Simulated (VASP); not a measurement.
Runs of VASP 6.6.1 on CdS (Greenockite). Symmetry: P6_3mc, No. 186, hexagonal system. The conventional cell has a = 4.150 Å, b = 4.150 Å, c = 6.737 Å, α = 90.00°, β = 90.00°, γ = 120.00°. Cd (site symmetry 3m) is surrounded by 4 S at 2.53 to 2.54 Å. S (site symmetry 3m) has 4 Cd at 2.53 to 2.54 Å as nearest neighbours. 

| level | spin | k mesh | gap on the mesh (eV) | pressure (GPa) | largest force (eV/Å) |
| --- | --- | --- | --- | --- | --- |
| r2SCAN | SOC, no magnetisation | 5 × 5 × 3 | - | 1.0 | 0.07 |
| rSCAN | off | 7 × 7 × 4 | 1.62 | 0.8 | 0.07 |
| r2SCAN | off | 7 × 7 × 4 | (a) | 1.0 | 0.07 |
| SCAN | SOC, no magnetisation | 5 × 5 × 3 | - | 0.3 | 0.07 |
| SCAN | off | 7 × 7 × 4 | 1.58 | 0.3 | 0.07 |

Alike in all rows: task band structure; potentials or basis VASP PAW PBE potentials, release 64 (Cd, S); cell as given; cutoff (eV) 520; smearing fermi-dirac 0.05 eV.

Task: Estimate the missing entries.

Result: (a) 1.65.

Caveats: the PAW data sets were made with another functional, which shifts forces and pressure a little.

A k mesh can miss the band edges, and rows without SOC leave out spin-orbit coupling on Cd.

Runs at the PBE level aren't shown here.
